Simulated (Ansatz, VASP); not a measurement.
# Cross-check of Al2O3 (Corundum) between VASP and Ansatz

Aim: how closely do two programs agree when they are given the same cell, functional and k mesh? The cell is taken from a series of runs on this material, whose earlier steps may have relaxed, scaled, displaced or heated it; both programs get it as it stands.

Method: plane waves, with VASP 6.6.1 beside it; dielectric response at PBE, in Ansatz 0.2.0.

**1. Set-up**

The structure is trigonal, space group R-3c (No. 167). The conventional cell has a = 4.760 Å, b = 4.760 Å, c = 12.996 Å, α = 90.00°, β = 90.00°, γ = 120.00°. Nearest to Al lie 6 O at 1.86 to 1.97 Å. O has 4 Al at 1.86 to 1.97 Å nearest. Farther neighbours and most contacts between anions are not listed.

Structure file:

```cif
data_structure
_symmetry_space_group_name_H-M 'R-3c:H'
_symmetry_Int_Tables_number 167
_cell_length_a 4.7605
_cell_length_b 4.7605
_cell_length_c 12.9956
_cell_angle_alpha 90.000
_cell_angle_beta 90.000
_cell_angle_gamma 120.000
_cell_volume 255.05
loop_
_atom_site_label
_atom_site_type_symbol
_atom_site_symmetry_multiplicity
_atom_site_Wyckoff_symbol
_atom_site_fract_x
_atom_site_fract_y
_atom_site_fract_z
_atom_site_occupancy
Al1 Al 12 c 0.33333 0.66667 0.01867 1
O1 O 18 e 0.30599 0.00000 0.25000 1
```

**2. VASP: dielectric response, PBE**

The response to a field tests empty states and converges slowly with the mesh.

Lines of VASP's logs that name or quote its potential files are left out, and so is its time.

Contents of INCAR:

```
SYSTEM = Al2O3
PREC = Accurate
ENCUT = 520
EDIFF = 1E-08
NELM = 120
ISMEAR = 0
SIGMA = 0.01
LREAL = .FALSE.
ALGO = Normal
GGA = PE
NBANDS = 34
LORBIT = 11
LWAVE = .FALSE.
LCHARG = .FALSE.
ISIF = 2
LEPSILON = .TRUE.
LASPH = .TRUE.
GGA_COMPAT = .FALSE.
EFERMI = MIDGAP
KPAR = 2
```

Contents of POSCAR:

```
Al2O3
1.0
    2.3802500000      1.3742379782      4.3318666667
   -2.3802500000      1.3742379782      4.3318666667
    0.0000000000     -2.7484759565      4.3318666667
Al O
4 6
Direct
    0.3520012872      0.3520012872      0.3520012872
    0.1479987128      0.1479987128      0.1479987128
    0.6479987128      0.6479987128      0.6479987128
    0.8520012872      0.8520012872      0.8520012872
    0.5559902637      0.9440097363      0.2500000000
    0.2500000000      0.5559902637      0.9440097363
    0.9440097363      0.2500000000      0.5559902637
    0.4440097363      0.0559902637      0.7500000000
    0.7500000000      0.4440097363      0.0559902637
    0.0559902637      0.7500000000      0.4440097363
```

Contents of KPOINTS:

```
Automatic mesh
0
Gamma
6 6 6
0 0 0
```

The projector-augmented-wave data sets are Al and O (PBE family, release 64).

On the command line:

```bash
> mpirun -np 2 vasp_std
```

Numbers of over 12 decimals in the logs are rounded to 6 here.

The log of the run:

```text
[banner, memory and clock lines left out]
running    2 mpi-ranks, on    1 nodes
 distrk:  each k-point on    1 cores,    2 groups
 distr:  one band on    1 cores,    1 groups

 POSCAR found type information on POSCAR AlO
 POSCAR found :  2 types and      10 ions
 LDA part: xc-table for (Slater+PW92), standard interpolation
 POSCAR, INCAR and KPOINTS ok, starting setup
 FFT: planning ... GRIDC
 FFT: planning ... GRID_SOFT
 FFT: planning ... GRID
 WAVECAR not read
 entering main loop
       N       E                     dE             d eps       ncg     rms          rms(c)
DAV:   1     0.230623133822E+03    0.23062E+03   -0.25406E+04  2176   0.134E+03
DAV:   2    -0.700314490579E+02   -0.30065E+03   -0.29018E+03  2782   0.291E+02
DAV:   3    -0.827181408562E+02   -0.12687E+02   -0.12647E+02  2806   0.618E+01
DAV:   4    -0.828159617688E+02   -0.97821E-01   -0.97767E-01  2656   0.626E+00
DAV:   5    -0.828171687889E+02   -0.12070E-02   -0.12068E-02  2764   0.694E-01    0.176E+01
DAV:   6    -0.746901138937E+02    0.81271E+01   -0.29664E+01  2650   0.292E+01    0.598E+00
DAV:   7    -0.747282580647E+02   -0.38144E-01   -0.83453E-01  2644   0.464E+00    0.328E+00
DAV:   8    -0.747473205770E+02   -0.19063E-01   -0.83440E-02  2574   0.225E+00    0.687E-01
DAV:   9    -0.747514331109E+02   -0.41125E-02   -0.21011E-02  2806   0.804E-01    0.315E-01
DAV:  10    -0.747520689957E+02   -0.63588E-03   -0.76364E-04  2456   0.169E-01    0.721E-02
DAV:  11    -0.747520342129E+02    0.34783E-04   -0.36435E-04  2718   0.109E-01    0.231E-02
DAV:  12    -0.747520368282E+02   -0.26153E-05   -0.21769E-05  2556   0.282E-02    0.554E-03
DAV:  13    -0.747520363709E+02    0.45729E-06   -0.32613E-06  2710   0.101E-02    0.119E-03
DAV:  14    -0.747520362637E+02    0.10719E-06   -0.16821E-07  2408   0.251E-03    0.635E-04
DAV:  15    -0.747520363296E+02   -0.65831E-07   -0.68624E-09  2032   0.577E-04    0.275E-04
DAV:  16    -0.747520363619E+02   -0.32352E-07   -0.92271E-10  1438   0.188E-04    0.401E-05
DAV:  17    -0.747520363605E+02    0.14275E-08   -0.40905E-10  1306   0.111E-04
   1 F= -.74752036E+02 E0= -.74752036E+02  d E =0.000000E+00
 Linear response reoptimize wavefunctions to high precision
DAV:   1    -0.747520363605E+02   -0.35925E-10   -0.45964E-11  1308   0.373E-05
 Linear response G [H, r] |phi>, progress :
  Direction:   1
       N       E                     dE             d eps       ncg     rms
RMM:   1    -0.195743060137E+03   -0.19574E+03    0.14245E+02  5018   0.927E+01
RMM:   2    -0.171612258904E+03    0.24131E+02   -0.10142E+01  3777   0.178E+01
RMM:   3    -0.171659112587E+03   -0.46854E-01   -0.12147E-01  3923   0.190E+00
RMM:   4    -0.171660940770E+03   -0.18282E-02   -0.23257E-03  4086   0.281E-01
RMM:   5    -0.171660979797E+03   -0.39026E-04    0.25232E-04  4138   0.530E-02
RMM:   6    -0.171660975785E+03    0.40113E-05    0.37150E-04  4194   0.199E-02
RMM:   7    -0.171660974427E+03    0.13583E-05    0.36667E-04  4211   0.154E-02
RMM:   8    -0.171660974406E+03    0.21581E-07    0.35902E-04  4207   0.148E-02
RMM:   9    -0.171660973910E+03    0.49601E-06    0.23889E-04  3850   0.148E-02
RMM:  10    -0.171660964788E+03    0.91218E-05   -0.25041E-04  3657   0.148E-02
 Linear response G [H, r] |phi>, progress :
  Direction:   2
       N       E                     dE             d eps       ncg     rms
RMM:   1    -0.197168242018E+03   -0.19717E+03    0.13992E+02  4993   0.930E+01
RMM:   2    -0.173528734969E+03    0.23640E+02   -0.10117E+01  3773   0.179E+01
RMM:   3    -0.173577247394E+03   -0.48512E-01   -0.11937E-01  3926   0.190E+00
RMM:   4    -0.173578995519E+03   -0.17481E-02   -0.29219E-03  4081   0.279E-01
RMM:   5    -0.173579028688E+03   -0.33169E-04   -0.33918E-04  4143   0.509E-02
RMM:   6    -0.173579033720E+03   -0.50318E-05   -0.31397E-04  4202   0.183E-02
RMM:   7    -0.173579033431E+03    0.28888E-06   -0.30956E-04  4200   0.139E-02
RMM:   8    -0.173579033862E+03   -0.43123E-06   -0.29493E-04  4203   0.133E-02
RMM:   9    -0.173579033129E+03    0.73355E-06   -0.35794E-04  3850   0.132E-02
RMM:  10    -0.173579032607E+03    0.52172E-06   -0.42894E-04  3632   0.132E-02
 Linear response G [H, r] |phi>, progress :
  Direction:   3
       N       E                     dE             d eps       ncg     rms
RMM:   1    -0.195431714121E+03   -0.19543E+03    0.13930E+02  4875   0.929E+01
RMM:   2    -0.172565121906E+03    0.22867E+02   -0.94103E+00  3798   0.171E+01
RMM:   3    -0.172607798565E+03   -0.42677E-01   -0.11051E-01  3879   0.181E+00
RMM:   4    -0.172609462651E+03   -0.16641E-02   -0.24432E-03  4004   0.259E-01
RMM:   5    -0.172609493339E+03   -0.30688E-04   -0.31187E-04  4098   0.493E-02
RMM:   6    -0.172609493212E+03    0.12754E-06   -0.24058E-04  4169   0.187E-02
RMM:   7    -0.172609492987E+03    0.22459E-06   -0.23546E-04  4194   0.145E-02
RMM:   8    -0.172609492627E+03    0.35984E-06   -0.23388E-04  4100   0.139E-02
RMM:   9    -0.172609492499E+03    0.12859E-06   -0.23224E-04  3789   0.138E-02
RMM:  10    -0.172609493950E+03   -0.14515E-05   -0.24090E-04  3633   0.138E-02
 Linear response to external field (no local field effect), progress :
  Direction:   1
       N       E                     dE             d eps       ncg     rms          rms(c)
RMM:   1    -0.532838066333E+00   -0.53284E+00   -0.14056E+00  4047   0.279E+00
[...]
dielectric tensor                  component  1 :     3.267    -0.033    -0.049
 Linear response to external field (no local field effect), progress :
  Direction:   2
       N       E                     dE             d eps       ncg     rms          rms(c)
RMM:   1    -0.551720940692E+00   -0.55172E+00   -0.14681E+00  4042   0.283E+00
RMM:   2    -0.551206975105E+00    0.51397E-03   -0.93324E-03  3665   0.426E-01
RMM:   3    -0.551332229079E+00   -0.12525E-03   -0.13751E-04  3889   0.506E-02
RMM:   4    -0.551334932606E+00   -0.27035E-05   -0.37009E-06  4037   0.763E-03
RMM:   5    -0.551334992215E+00   -0.59609E-07   -0.44777E-07  4020   0.173E-03
RMM:   6    -0.551334994505E+00   -0.22893E-08   -0.34953E-07  3757   0.798E-04
RMM:   7    -0.551334994467E+00    0.38100E-10   -0.34526E-07  3245   0.680E-04
RMM:   8    -0.551334994482E+00   -0.15685E-10   -0.34698E-07  2926   0.668E-04
RMM:   9    -0.551334994485E+00   -0.22932E-11   -0.35279E-07  2892   0.667E-04
RMM:  10    -0.551334994473E+00    0.11845E-10   -0.39476E-07  2893   0.667E-04
 change of polarisation eV/A/(eV/A) component  2 :    -0.015     1.103    -0.066
 dielectric tensor                  component  2 :    -0.033     3.347    -0.141
 Linear response to external field (no local field effect), progress :
  Direction:   3
       N       E                     dE             d eps       ncg     rms          rms(c)
RMM:   1    -0.532460045575E+00   -0.53246E+00   -0.13980E+00  4053   0.278E+00
RMM:   2    -0.531956213589E+00    0.50383E-03   -0.85513E-03  3688   0.407E-01
RMM:   3    -0.532077598495E+00   -0.12138E-03   -0.13106E-04  3904   0.492E-02
RMM:   4    -0.532080243193E+00   -0.26447E-05   -0.37616E-06  4032   0.733E-03
RMM:   5    -0.532080306403E+00   -0.63210E-07   -0.54655E-07  3995   0.173E-03
RMM:   6    -0.532080308984E+00   -0.25805E-08   -0.45553E-07  3709   0.840E-04
RMM:   7    -0.532080308878E+00    0.10580E-09   -0.45071E-07  3099   0.732E-04
RMM:   8    -0.532080308893E+00   -0.14946E-10   -0.45253E-07  2865   0.722E-04
RMM:   9    -0.532080308885E+00    0.83367E-11   -0.45646E-07  2856   0.721E-04
RMM:  10    -0.532080308843E+00    0.41323E-10   -0.48765E-07  2857   0.722E-04
 change of polarisation eV/A/(eV/A) component  3 :    -0.023    -0.066     1.064
 dielectric tensor                  component  3 :    -0.049    -0.141     3.265
 Linear response to external field, progress :
  Direction:   1
       N       E                     dE             d eps       ncg     rms          rms(c)
RMM:   1    -0.542155648590E+00   -0.54216E+00   -0.14356E+00  8613   0.281E+00
RMM:   2    -0.541830966559E+00    0.32468E-03   -0.91949E-03  7869   0.424E-01    0.118E+00
RMM:   3    -0.536923871329E+00    0.49071E-02   -0.83377E-03  8088   0.473E-01    0.714E-01
RMM:   4    -0.567193389288E+00   -0.30270E-01   -0.11128E-02  8447   0.581E-01    0.992E-02
RMM:   5    -0.572558619751E+00   -0.53652E-02   -0.16011E-04  8502   0.712E-02    0.431E-02
RMM:   6    -0.574300804824E+00   -0.17422E-02   -0.81707E-05  8261   0.483E-02    0.691E-03
RMM:   7    -0.574634461743E+00   -0.33366E-03   -0.45663E-06  8804   0.108E-02    0.363E-03
RMM:   8    -0.574719766042E+00   -0.85304E-04   -0.20283E-06  8746   0.406E-03    0.333E-04
RMM:   9    -0.574719053137E+00    0.71291E-06   -0.20128E-06  8837   0.104E-03    0.154E-04
RMM:  10    -0.574720831353E+00   -0.17782E-05   -0.46181E-06  8604   0.824E-04    0.414E-05
RMM:  11    -0.574720462390E+00    0.36896E-06   -0.15619E-05  7744   0.699E-04    0.164E-05
RMM:  12    -0.574720431172E+00    0.31218E-07   -0.65023E-06  6632   0.678E-04    0.191E-06
 change of polarisation eV/A/(eV/A) component  1 :     1.051    -0.016    -0.044
 dielectric tensor                  component  1 :     3.236    -0.035    -0.094
 Linear response to external field, progress :
  Direction:   2
       N       E                     dE             d eps       ncg     rms          rms(c)
RMM:   1    -0.542121308368E+00   -0.54212E+00   -0.14353E+00  8615   0.282E+00
RMM:   2    -0.541831104816E+00    0.29020E-03   -0.91655E-03  7850   0.423E-01    0.118E+00
RMM:   3    -0.536921921003E+00    0.49092E-02   -0.83128E-03  8050   0.473E-01    0.714E-01
RMM:   4    -0.567193601976E+00   -0.30272E-01   -0.11125E-02  8448   0.581E-01    0.992E-02
RMM:   5    -0.572559493460E+00   -0.53659E-02   -0.15943E-04  8505   0.712E-02    0.430E-02
RMM:   6    -0.574300644472E+00   -0.17412E-02   -0.81400E-05  8238   0.483E-02    0.691E-03
RMM:   7    -0.574635625996E+00   -0.33498E-03   -0.40612E-06  8794   0.108E-02    0.363E-03
RMM:   8    -0.574719938711E+00   -0.84313E-04   -0.14773E-06  8745   0.406E-03    0.332E-04
RMM:   9    -0.574719182854E+00    0.75586E-06   -0.11180E-06  8829   0.103E-03    0.153E-04
RMM:  10    -0.574720944075E+00   -0.17612E-05   -0.15907E-06  8592   0.824E-04    0.418E-05
RMM:  11    -0.574720594616E+00    0.34946E-06   -0.64408E-06  7749   0.698E-04    0.161E-05
RMM:  12    -0.574720548631E+00    0.45985E-07   -0.33712E-06  6631   0.679E-04    0.232E-06
 change of polarisation eV/A/(eV/A) component  2 :    -0.016     1.051     0.000
 dielectric tensor                  component  2 :    -0.035     3.236     0.000
 Linear response to external field, progress :
  Direction:   3
       N       E                     dE             d eps       ncg     rms          rms(c)
RMM:   1    -0.532460045575E+00   -0.53246E+00   -0.13980E+00  4053   0.278E+00
RMM:   2    -0.531956192874E+00    0.50385E-03   -0.85515E-03  3688   0.407E-01    0.117E+00
RMM:   3    -0.528242079622E+00    0.37141E-02   -0.66582E-03  3820   0.439E-01    0.710E-01
RMM:   4    -0.561608484947E+00   -0.33366E-01   -0.12095E-02  3978   0.600E-01    0.770E-02
RMM:   5    -0.564875297014E+00   -0.32668E-02   -0.16952E-04  3868   0.762E-02    0.118E-02
RMM:   6    -0.565336428099E+00   -0.46113E-03   -0.51538E-06  4097   0.141E-02    0.512E-03
RMM:   7    -0.565545941040E+00   -0.20951E-03   -0.14277E-06  4082   0.642E-03    0.602E-04
RMM:   8    -0.565561621170E+00   -0.15680E-04   -0.42894E-07  4053   0.114E-03    0.256E-04
RMM:   9    -0.565562571447E+00   -0.95028E-06   -0.42092E-07  4086   0.941E-04    0.484E-05
RMM:  10    -0.565562127071E+00    0.44438E-06   -0.43113E-07  3589   0.723E-04    0.160E-05
RMM:  11    -0.565562468617E+00   -0.34155E-06   -0.45241E-07  2882   0.693E-04    0.322E-06
 change of polarisation eV/A/(eV/A) component  3 :    -0.023    -0.067     1.034
 dielectric tensor                  component  3 :    -0.050    -0.142     3.202
 Born effective charges drift removed
```

From OUTCAR (step 2):

```text
ion  position               nearest neighbor table
   1  0.352  0.352  0.352-   9 1.86  10 1.86   8 1.86   7 1.97   5 1.97   6 1.97   2 2.65   3 2.79
                             3 2.79   3 2.79   2 3.22   2 3.22   2 3.22
   2  0.148  0.148  0.148-  10 1.86   9 1.86   8 1.86   6 1.97   5 1.97   7 1.97   1 2.65   4 2.79
                             4 2.79   4 2.79   1 3.22   1 3.22   1 3.22
   3  0.648  0.648  0.648-   6 1.86   7 1.86   5 1.86  10 1.97   8 1.97   9 1.97   4 2.65   1 2.79
                             1 2.79   1 2.79   4 3.22   4 3.22   4 3.22
   4  0.852  0.852  0.852-   7 1.86   6 1.86   5 1.86   9 1.97   8 1.97  10 1.97   3 2.65   2 2.79
                             2 2.79   2 2.79   3 3.22   3 3.22   3 3.22
   5  0.556  0.944  0.250-   3 1.86   4 1.86   1 1.97   2 1.97
   6  0.250  0.556  0.944-   3 1.86   4 1.86   2 1.97   1 1.97
   7  0.944  0.250  0.556-   4 1.86   3 1.86   1 1.97   2 1.97
   8  0.444  0.056  0.750-   1 1.86   2 1.86   3 1.97   4 1.97
   9  0.750  0.444  0.056-   1 1.86   2 1.86   4 1.97   3 1.97
  10  0.056  0.750  0.444-   2 1.86   1 1.86   3 1.97   4 1.97

  LATTYP: Found a trigonal (rhomboedric) cell.
 ALAT       =     5.1302230849
 COS(alpha) =     0.5694707703

 Subroutine GETGRP returns: Found 12 space group operations
 (whereof  6 operations were pure point group operations)

The static configuration has the point symmetry S_6 .
 The point group associated with its full space group is D_3d.

 Found     32 irreducible k-points:

   k-points           NKPTS =     32   k-points in BZ     NKDIM =     32   number of bands    NBANDS=     34

   dimension x,y,z NGX =    40 NGY =   40 NGZ =   40
   dimension x,y,z NGXF=    80 NGYF=   80 NGZF=   80

   ENCUT  =  520.0 eV  38.22 Ry    6.18 a.u.   9.54  9.54  9.54*2*pi/ulx,y,z

   NELECT =      48.0000    total number of electrons

 k-points in reciprocal lattice and weights: Automatic mesh
   0.00000000  0.00000000  0.00000000       0.005
   0.16666667  0.00000000  0.00000000       0.028
   0.33333333 -0.00000000 -0.00000000       0.028
   0.50000000 -0.00000000 -0.00000000       0.014
   0.16666667  0.16666667  0.00000000       0.028
   0.33333333  0.16666667 -0.00000000       0.056
   0.50000000  0.16666667  0.00000000       0.056
  -0.33333333  0.16666667  0.00000000       0.056
  -0.16666667  0.16666667  0.00000000       0.028
[...]
-0.33333333  0.50000000  0.33333333       0.028
   0.50000000  0.50000000  0.50000000       0.005

 average (electrostatic) potential at core
       1 -71.4545       2 -71.4545       3 -71.4545       4 -71.4545       5 -67.0387
       6 -67.0387       7 -67.0387       8 -67.0387       9 -67.0387      10 -67.0387

  Total        3.9365571      3.9365571      3.6334802      0.0000000     -0.0000000      0.0000000
  in kB       74.1850322     74.1850322     68.4734995      0.0000000     -0.0000000      0.0000000
  external PRESSURE =      72.2811880 kB  Pullay stress =       0.0000000 kB

  energy-cutoff  :      520.00
  volume of cell :       85.02
      direct lattice vectors                 reciprocal lattice vectors
     2.380250000  1.374237978  4.331866667     0.210061968  0.121279334  0.076949121
    -2.380250000  1.374237978  4.331866667    -0.210061968  0.121279334  0.076949121
     0.000000000 -2.748475957  4.331866667     0.000000000 -0.242558668  0.076949121

 POSITION                                       TOTAL-FORCE (eV/Angst)
 -----------------------------------------------------------------------------------
      0.00000     -0.00000      4.57447        -0.000000     -0.000000      0.023912
      0.00000     -0.00000      1.92333        -0.000000      0.000000     -0.023912
      0.00000     -0.00000      8.42113        -0.000000      0.000000     -0.023912
      0.00000     -0.00000     11.07227        -0.000000     -0.000000      0.023912
     -0.92358      1.37424      7.58077         0.057482     -0.000000     -0.000000
     -0.72833     -1.48697      7.58077        -0.028741      0.049781      0.000000
      1.65192      0.11273      7.58077        -0.028741     -0.049781      0.000000
      0.92358     -1.37424      5.41483        -0.057482     -0.000000     -0.000000
      0.72833      1.48697      5.41483         0.028741     -0.049781      0.000000
     -1.65192     -0.11273      5.41483         0.028741      0.049781      0.000000
 -----------------------------------------------------------------------------------
    total drift:                               -0.000000     -0.000000      0.000000

 MACROSCOPIC STATIC DIELECTRIC TENSOR (including local field effects in DFT)
 ------------------------------------------------------
           3.236032     0.000000     0.000000
          -0.000000     3.236032    -0.000000
           0.000000    -0.000000     3.201656
 ------------------------------------------------------

 PIEZOELECTRIC TENSOR (including local field effects)  for field in x, y, z        (C/m^2)
          XX          YY          ZZ          XY          YZ          ZX
  --------------------------------------------------------------------------------
  x     0.00000     0.00000     0.00000     0.00000     0.00000     0.00000
  y     0.00000     0.00000     0.00000     0.00000     0.00000     0.00000
  z     0.00000     0.00000     0.00000     0.00000     0.00000     0.00000

 BORN EFFECTIVE CHARGES (including local field effects) (in |e|, cummulative output)
 ---------------------------------------------------------------------------------
 ion    1
    1     2.96186    -0.03125     0.00000
    2     0.03125     2.96186    -0.00000
    3     0.00000    -0.00000     2.93425
 ion    2
    1     2.96186     0.03125    -0.00000
    2    -0.03125     2.96186    -0.00000
    3     0.00000    -0.00000     2.93425
 ion    3
    1     2.96186    -0.03125     0.00000
    2     0.03125     2.96186    -0.00000
    3     0.00000    -0.00000     2.93425
 ion    4
    1     2.96186     0.03125     0.00000
    2    -0.03125     2.96186    -0.00000
    3     0.00000    -0.00000     2.93425
 ion    5
    1    -2.07368     0.00000     0.00000
    2     0.00000    -1.87547     0.25791
    3     0.00000     0.35111    -1.95617
 ion    6
    1    -1.92502     0.08583    -0.22336
    2     0.08583    -2.02413    -0.12896
    3    -0.30407    -0.17555    -1.95617
 ion    7
    1    -1.92502    -0.08583     0.22336
    2    -0.08583    -2.02413    -0.12896
    3     0.30407    -0.17555    -1.95617
 ion    8
    1    -2.07368     0.00000     0.00000
    2     0.00000    -1.87547     0.25791
    3     0.00000     0.35111    -1.95617
 ion    9
    1    -1.92502     0.08583    -0.22336
    2     0.08583    -2.02413    -0.12896
    3    -0.30407    -0.17555    -1.95617
 ion   10
    1    -1.92502    -0.08583     0.22336
    2    -0.08583    -2.02413    -0.12896
    3     0.30407    -0.17555    -1.95617
```

Energies printed during the response cycles are not total energies of the cell.

(Continued in part 2 of 2.)

[Lines on the potential files, build, host, timing and source positions are cut from VASP's logs without a mark.]

[Logs are printed without paths, hosts, clocks, repeated set-up lines and the standing remarks that a program may print on its own settings, such as how far it seeks lower states.]

[Hosts, paths, dates, database ids (printed as entryN), source tags and the programs' standing remarks are cut or masked in the printed files.]
